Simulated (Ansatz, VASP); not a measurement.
**One calculation of Sr, two programs**

```
CELL_PARAMETERS angstrom
0.00000 2.96629 3.11841
2.96629 0.00000 3.11841
2.96629 2.96629 0.00000
ATOMIC_POSITIONS crystal
Sr 0.00000 0.00000 0.00000
```

Change from the starting cell: strain -0.025 along x and y, +0.025 along z, atoms carried along.

Alike in both runs: task single point; functional PBE; k mesh 14 × 14 × 14; occupations gaussian, width 0.15 eV; no spin polarisation.

```csv
,VASP,Ansatz
version,VASP 6.6.1,Ansatz 0.2.0
potentials or method,"VASP PAW PBE potentials, release 64 (Sr_sv)","scalar-relativistic, plane waves, PAW"
plane-wave cutoff (eV),520,420
valence electrons in the cell,10,10
```

|  | VASP | Ansatz | Ansatz less VASP |
| --- | --- | --- | --- |
| gap on the k mesh at the Fermi level (eV) | none | none | - |
| pressure (GPa) | 0.0 | 0.0 | 0.00 |
| largest component of the traceless stress (GPa) | 0.22 | 0.22 | +0.001 |

A gap of «none» marks a metal or a gap that the smearing closes.
